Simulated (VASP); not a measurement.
# ZnSe (Stilleite) (F-43m) in VASP: notebook

Aim: see how the results for ZnSe (Stilleite) move with the level of theory and the settings. Levels: PBEsol, LDA. Tasks: phonons, dielectric tensor.

Everything below comes from runs of VASP 6.6.1. Logs are shortened: lines on timing, memory, paths and dates and some standing lists are left out, and cuts for length are marked.

**Measured values to compare with.**

From a printed reference work, textbook, for a bulk crystal of ZnSe: high-frequency dielectric constant 5.9.

The runs below are set against these values where they give the same quantity.

**1. The crystal as given**

It takes space group F-43m (No. 216, cubic). The conventional cell has a = 5.641 Å, b = 5.641 Å, c = 5.641 Å, α = 90.00°, β = 90.00°, γ = 90.00°. Around Zn (site symmetry -43m) lie 4 Se at 2.44 Å. Around Se (site symmetry -43m) lie 4 Zn at 2.44 Å.

**2. Phonons, PBEsol, target pressure 1.5 GPa, at which the enthalpy is minimised**

The input, POSCAR:

```
ZnSe
1.0
    0.0000000000      2.8206646092      2.8206646092
    2.8206646092      0.0000000000      2.8206646092
    2.8206646092      2.8206646092      0.0000000000
  Zn              Se
     1     1
Direct
     0.0000000000000000    0.0000000000000000    0.0000000000000000
     0.2500000000000000    0.2500000000000000    0.2500000000000000
```

The input, INCAR.step1:

```
SYSTEM = ZnSe
PREC = Accurate
ENCUT = 600
EDIFF = 1E-8
ISMEAR = 0
SIGMA = 0.03
LREAL = .FALSE.
LASPH = .TRUE.
NELM = 80
ALGO = Normal
ISIF = 3
LWAVE = .FALSE.
LCHARG = .FALSE.
GGA = PS
PSTRESS = 15.0
IBRION = 2
NSW = 40
EDIFFG = -0.002
```

The input, INCAR.step2:

```
SYSTEM = ZnSe
PREC = Accurate
ENCUT = 600
EDIFF = 1E-8
ISMEAR = 0
SIGMA = 0.03
LREAL = .FALSE.
LASPH = .TRUE.
NELM = 80
ALGO = Normal
ISIF = 2
LWAVE = .FALSE.
LCHARG = .FALSE.
GGA = PS
PSTRESS = 15.0
IBRION = 6
NFREE = 2
POTIM = 0.015
NSW = 1
```

The input, KPOINTS:

```
Automatic mesh
0
G
  8 8 8
  0 0 0
```

Potentials or basis: VASP PAW PBE potentials, release 64 (Zn, Se).

The run is started by

```
$ cat potpaw_PBE.64/Zn/POTCAR potpaw_PBE.64/Se/POTCAR > POTCAR
$ cp INCAR.step1 INCAR
$ mpirun -np 1 vasp_std > vasp.out
$ cp CONTCAR POSCAR
$ cp INCAR.step2 INCAR
$ mpirun -np 1 vasp_std > vasp.out
```

OUTCAR:

```text
SYSTEM = ZnSe
   PREC = Accurate
   ENCUT = 600
   EDIFF = 1E-8
   ISMEAR = 0
   LREAL = .FALSE.
   LASPH = .TRUE.
   NELM = 80
   ISIF = 2
   GGA = PS
   PSTRESS = 15.0
   IBRION = 6
   NFREE = 2
   POTIM = 0.015
   NSW = 1

 ion  position               nearest neighbor table
   1  0.000  0.000  0.000-   2 2.42   2 2.42   2 2.42   2 2.42
   2  0.250  0.250  0.250-   1 2.42   1 2.42   1 2.42   1 2.42

  LATTYP: Found a face centered cubic cell.
 ALAT       =     5.5992577147

  Lattice vectors:

 A1 = (   0.0000000000,   2.7996288573,   2.7996288573)
 A2 = (   2.7996288573,   0.0000000000,   2.7996288573)
 A3 = (   2.7996288573,   2.7996288573,   0.0000000000)

Analysis of symmetry for initial positions (statically):
=====================================================================
 Subroutine PRICEL returns:
 Original cell was already a primitive cell.

 Routine SETGRP: Setting up the symmetry group for a
 face centered cubic supercell.

 Subroutine GETGRP returns: Found 24 space group operations
 (whereof 24 operations were pure point group operations)
 out of a pool of 48 trial point group operations.

The static configuration has the point symmetry T_d .

Analysis of symmetry for dynamics (positions and initial velocities):
=====================================================================
 Subroutine PRICEL returns:
 Original cell was already a primitive cell.

 Routine SETGRP: Setting up the symmetry group for a
 face centered cubic supercell.

 Subroutine GETGRP returns: Found 24 space group operations
 (whereof 24 operations were pure point group operations)
 out of a pool of 48 trial point group operations.

The dynamic configuration has the point symmetry T_d .

 Subroutine INISYM returns: Found 24 space group operations
 (whereof 24 operations are pure point group operations),
 and found     1 'primitive' translations

----------------------------------------------------------------------------------------

[... 150 lines left out ...]
  Total        0.4135306      0.4135306      0.4135306      0.0000000      0.0000000      0.0000000
  in kB       15.0968677     15.0968677     15.0968677      0.0000000      0.0000000      0.0000000
  external PRESSURE =       0.0968677 kB  Pullay stress =      15.0000000 kB
[... 139 lines left out ...]
--------------------------------------- Ionic step        5  -------------------------------------------

 number of electron      17.9999987 magnetization

 Free energy of the ion-electron system (eV)
  ---------------------------------------------------
  ext. energy  EPLUGINS =         0.00000000
  ---------------------------------------------------
  free energy    TOTEN  =        -6.76776436 eV

  energy without entropy =       -6.76776436  energy(sigma->0) =       -6.76776436

 E-fermi :   1.9550     XC(G=0):  -9.6926

 val. band max:        1.8236823457   @ k =   0.0000   0.0000   0.0000
 cond. band min:       3.1238275847   @ k =   0.0000   0.0000   0.0000
 fundamental gap:      1.3001452389
 Fermi energy:         1.9549693180

 k-point     1 :       0.0000    0.0000    0.0000
  band No.  band energies     occupation
      1     -11.7212      2.00000
      2      -4.9012      2.00000
      3      -4.8918      2.00000
      4      -4.8824      2.00000
      5      -4.4864      2.00000
      6      -4.4863      2.00000
      7       1.7890      2.00000
      8       1.8071      2.00000
      9       1.8237      2.00000
     10       3.1238      0.00000
     11       7.5129      0.00000
     12       7.5240      0.00000
     13       7.5367      0.00000
[... 354 lines left out ...]
  band No.  band energies     occupation
      1     -10.7128      2.00000
      2      -4.7808      2.00000
      3      -4.7330      2.00000
      4      -4.5271      2.00000
      5      -4.4806      2.00000
      6      -4.2620      2.00000
      7      -3.3625      2.00000
      8      -0.7726      2.00000
      9       0.2407      2.00000
     10       6.0769      0.00000
     11       7.2188      0.00000
     12       9.2314      0.00000
     13      10.4875      0.00000

 [... further k-points ...]
[... 5 lines left out ...]
  --------------------------------------------------------------------------------------
  -------------------------------------------------------------------------------------
  Total        0.4101403      0.4121136      0.4121136      0.0000000      0.0979332      0.0000000
  in kB       14.9730974     15.0451363     15.0451363      0.0000000      3.5752721      0.0000000
  external PRESSURE =       0.0211233 kB  Pullay stress =      15.0000000 kB
[... 21 lines left out ...]
  energy  without entropy=       -6.7677643596  energy(sigma->0) =       -6.76776436

  enthalpy is  TOTEN    =        -6.3568871464 eV   P V=        0.4108772132

 INTERNAL STRAIN TENSORS FROM DISPLACED ATOMS
 ============================================

 INTERNAL STRAIN TENSOR FOR ION    1 for displacements in x,y,z  (eV/Angst):
          X           Y           Z          XY          YZ          ZX
  --------------------------------------------------------------------------------
  x    -0.00000    -0.00000    -0.00000     0.00000     6.53737     0.00000
  y     0.00000     0.00000     0.00000     0.00000     0.00000     6.53737
  z    -0.00000    -0.00000    -0.00000     6.53737     0.00000     0.00000

 INTERNAL STRAIN TENSOR FOR ION    2 for displacements in x,y,z  (eV/Angst):
          X           Y           Z          XY          YZ          ZX
  --------------------------------------------------------------------------------
  x     0.00000    -0.00000    -0.00000     0.00000    -6.53223     0.00000
  y    -0.00000    -0.00000    -0.00000     0.00000     0.00000    -6.53223
  z    -0.00000    -0.00000     0.00000    -6.53223     0.00000     0.00000

 Eigenvectors and eigenvalues of the dynamical matrix
 ----------------------------------------------------

   1 f  =    6.495093 THz    40.809870 2PiTHz  216.652967 cm-1    26.861532 meV
             X         Y         Z           dx          dy          dz
      0.000000  0.000000  0.000000     0.000000   -0.738344    0.000000
      1.399814  1.399814  1.399814     0.000000    0.674425    0.000000
[... 21 lines left out ...]
   6 f/i=    0.012082 THz     0.075913 2PiTHz    0.403008 cm-1     0.049967 meV
             X         Y         Z           dx          dy          dz
      0.000000  0.000000  0.000000    -0.051793   -0.005710    0.672409
      1.399814  1.399814  1.399814    -0.056701   -0.006251    0.736137

 ELASTIC MODULI CONTR FROM IONIC RELAXATION (kBar)
 Direction    XX          YY          ZZ          XY          YZ          ZX
 --------------------------------------------------------------------------------
 XX          -0.0000      0.0000      0.0000     -0.0000      0.0000     -0.0000
 YY           0.0000     -0.0000     -0.0000     -0.0000     -0.0000     -0.0000
 ZZ           0.0000     -0.0000     -0.0000      0.0000     -0.0000     -0.0000
 XY          -0.0000     -0.0000      0.0000   -252.4170      0.0000      0.0000
 YZ           0.0000     -0.0000     -0.0000      0.0000   -252.4170      0.0000
 ZX          -0.0000     -0.0000     -0.0000      0.0000      0.0000   -252.4170
 --------------------------------------------------------------------------------
```

OSZICAR.step1:

```text
N       E                     dE             d eps       ncg     rms          rms(c)
DAV:   1     0.930177459530E+02    0.93018E+02   -0.98230E+03   754   0.175E+03
DAV:   2    -0.700484239969E+00   -0.93718E+02   -0.88610E+02   809   0.298E+02
DAV:   3    -0.701012271170E+01   -0.63096E+01   -0.62735E+01   924   0.746E+01
[... 32 lines left out ...]
DAV:   7    -0.676865054256E+01   -0.63177E-06   -0.17813E-06   944   0.270E-02    0.275E-03
DAV:   8    -0.676865038016E+01    0.16240E-06   -0.47230E-07   899   0.149E-02    0.341E-04
DAV:   9    -0.676865039284E+01   -0.12674E-07   -0.16923E-08   579   0.167E-03    0.250E-04
DAV:  10    -0.676865038120E+01    0.11637E-07   -0.45006E-09   382   0.159E-03    0.101E-04
DAV:  11    -0.676865038263E+01   -0.14363E-08   -0.90689E-10   377   0.571E-04
   3 F= -.63577732E+01 E0= -.63577732E+01  d E =-.484609E-02
```

Wall time 3.4 min (1 thread of AMD EPYC 7R13 (Zen 3), shared host); peak memory 0.24 GiB.

What came out:

```yaml
Relaxed_volume: 21.94 Å³/atom
Relaxed_cell: a = 3.959 Å, b = 3.959 Å, c = 3.959 Å, α = 60.00°, β = 60.00°, γ = 60.00°
Space_group_after_relaxing_to_0.05_Å: F-43m (No. 216)
Highest_phonon_frequency_at_Γ_LO-TO_splitting_left_out: 217 cm⁻¹
```

Step by step:
```
step  energy change (eV)  largest force (eV/Å)  pressure (GPa)  volume (Å³)
   1              0.0000                0.0000           -0.02        44.88
   2              0.0087                0.0000            2.13        43.51
   3              0.0045                0.0000            1.50        43.89
```

Final structure:
```
Zn Se
1.0
     0.00000    2.79963    2.79963
     2.79963    0.00000    2.79963
     2.79963    2.79963    0.00000
Zn Se
1 1
Direct
  0.00000 0.00000 0.00000
  0.25000 0.25000 0.25000
```

Phonon frequencies in cm⁻¹ (negative: imaginary):
| q point | frequencies |
| --- | --- |
| (0.000, 0.000, 0.000) | 0 0 0 217 217 217 |

Caveat: the PAW data sets were made with another functional, which shifts forces and pressure a little.

(Continued in part 2 of 4.)
